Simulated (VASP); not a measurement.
# NaCl: convergence, Born charge from the Berry-phase polarisation

NaCl, Fm-3m (no. 225), 2 atoms in the cell. PBEsol, Born charge from Berry-phase polarisation; PAW potentials Cl, Na_pv (PBE set). VASP 6.6.1.

Wanted: Born charge by displacement within 0.02 e.

Geometry: relaxed with this functional.

The series start from k mesh: 6x6x6; Displacement (Å): 0.02; Plane-wave cutoff (eV): 340; SCF threshold (eV): 1e-7; Precision mode: Accurate. Each series keeps the choices made before it, and each single choice may use up half of a tolerance. Times cover all steps of a run.

## k mesh

| k mesh | Born charge by displacement (e) | Time (s) |
|---|---|---|
| 4x4x4 | -1.091 | 37 |
| 6x6x6 | -1.091 | 42 |
| 8x8x8 | -1.090 | 47 |
| 10x10x10 | -1.090 | 58 |
| 12x12x12 (reference) | -1.090 | 79 |

Chosen: 4x4x4, the loosest value from which every tighter one stays within half of the tolerance.

## Displacement (Å)

| Displacement (Å) | Born charge by displacement (e) | Time (s) |
|---|---|---|
| 0.02 | -1.091 | 37 |
| 0.005 | -1.092 | 37 |
| 0.05 | -1.091 | 37 |
| 0.15 | -1.088 | 37 |

Chosen: 0.02; no other choice that stays within half of the tolerance saves 30 % of the time.

## Plane-wave cutoff (eV)

| Plane-wave cutoff (eV) | Born charge by displacement (e) | Time (s) |
|---|---|---|
| 210 | -1.089 | 28 |
| 260 | -1.091 | 35 |
| 300 | -1.091 | 32 |
| 340 | -1.091 | 37 |
| 420 (reference) | -1.092 | 66 |

Chosen: 210.

## SCF threshold (eV)

| SCF threshold (eV) | Born charge by displacement (e) | Time (s) |
|---|---|---|
| 0.001 | -1.088 | 27 |
| 0.0001 | -1.089 | 27 |
| 1e-5 | -1.089 | 27 |
| 1e-7 (reference) | -1.089 | 28 |

Chosen: 0.001.

## Precision mode

| Precision mode | Born charge by displacement (e) | Time (s) |
|---|---|---|
| Accurate | -1.088 | 27 |
| Normal | -1.089 | 26 |
| Single | -1.086 | 27 |

Chosen: Accurate.

## All choices together

| Input | Born charge by displacement (e) | Time (s) |
|---|---|---|
| program defaults, KSPACING-like mesh of 0.5 per A (naive) | no result | 35 |
| chosen settings | -1.088 | 27 |
| reference settings throughout | -1.090 | 139 |

The tolerance is met.

## The input

INCAR.step1:
```
PREC     = Accurate       # precision mode
ENCUT    = 210            # plane-wave cutoff, eV
EDIFF    = 1E-8           # SCF threshold, eV
ISMEAR   = 0              # smearing method
SIGMA    = 0.02           # smearing width, eV
LREAL    = F              # projectors in reciprocal space
LASPH    = T              # aspherical terms in the spheres
ALGO     = Normal         # electronic algorithm
NELM     = 120            # most SCF steps
LWAVE    = F              # write WAVECAR
LCHARG   = F              # write CHGCAR
GGA      = PS             # functional
LEPSILON = T              # dielectric tensor by DFPT
KPAR     = 2             
```

INCAR.step2, as INCAR.step1 but for:
```
- EDIFF = 1E-8
- LEPSILON = T
- KPAR = 2
+ EDIFF = 0.001
+ LCALCPOL = T
+ DIPOL = 0.127 0.213 0.319
+ KPAR = 1
```

KPOINTS.step1:
```
k-points
0
Gamma
  10 10 10
```

KPOINTS.step2:
```
Automatic mesh
0
Gamma
  4 4 4
  0 0 0
```

POSCAR.step1:
```
NaCl
1.0
    0.0000000000      2.7993011654      2.7993011654
    2.7993011654      0.0000000000      2.7993011654
    2.7993011654      2.7993011654      0.0000000000
Cl Na
1 1
Direct
    0.5000000000      0.5000000000      0.5000000000
    0.0000000000      0.0000000000      0.0000000000
```

POSCAR.step2:
```
ClNa
 1.0000000000000000
     0.0000000000000000    2.7993011653587074    2.7993011653587074
     2.7993011653587074    0.0000000000000000    2.7993011653587074
     2.7993011653587074    2.7993011653587074    0.0000000000000000
 Cl  Na
   1   1
Direct
  0.5035723201646719  0.4964276798353284  0.4964276798353282
  0.0000000000000000  0.0000000000000000 -0.0000000000000000
```

POSCAR.step3:
```
ClNa
 1.0000000000000000
     0.0000000000000000    2.7993011653587074    2.7993011653587074
     2.7993011653587074    0.0000000000000000    2.7993011653587074
     2.7993011653587074    2.7993011653587074    0.0000000000000000
 Cl  Na
   1   1
Direct
  0.4964276798353282  0.5035723201646716  0.5035723201646719
  0.0000000000000000  0.0000000000000000 -0.0000000000000000
```

Commands (each step's output is kept before the next begins):
```
cat potpaw_PBE.64/Cl/POTCAR potpaw_PBE.64/Na_pv/POTCAR > POTCAR
cp INCAR.step1 INCAR
cp KPOINTS.step1 KPOINTS
cp POSCAR.step1 POSCAR
mpirun -np 2 vasp_std > vasp.out
rm WAVECAR CHG
cp INCAR.step2 INCAR
cp KPOINTS.step2 KPOINTS
cp POSCAR.step2 POSCAR
mpirun -np 2 vasp_std > vasp.out
rm WAVECAR CHG
cp POSCAR.step3 POSCAR
mpirun -np 2 vasp_std > vasp.out
```

The chosen input took VASP 6.6.1 27 s on 2 cores (Intel Xeon 6975P-C (Granite Rapids)), a shared host.

## An input that fails: a move so small that VASP's symmetry search (SYMPREC) takes the cell for the unmoved one

It runs to its end, but against the unchanged starting input it is off by 6.341 e in the Born charge by displacement.

Displacement (Å): 0.02 becomes 2e-5.

Changes against the starting input:
```
(POSCAR.step2)
-  0.5035723201646719  0.4964276798353284  0.4964276798353282
+  0.5000035723201647  0.4999964276798353  0.4999964276798353
(POSCAR.step3)
-  0.4964276798353282  0.5035723201646716  0.5035723201646719
+  0.4999964276798353  0.5000035723201647  0.5000035723201647
```
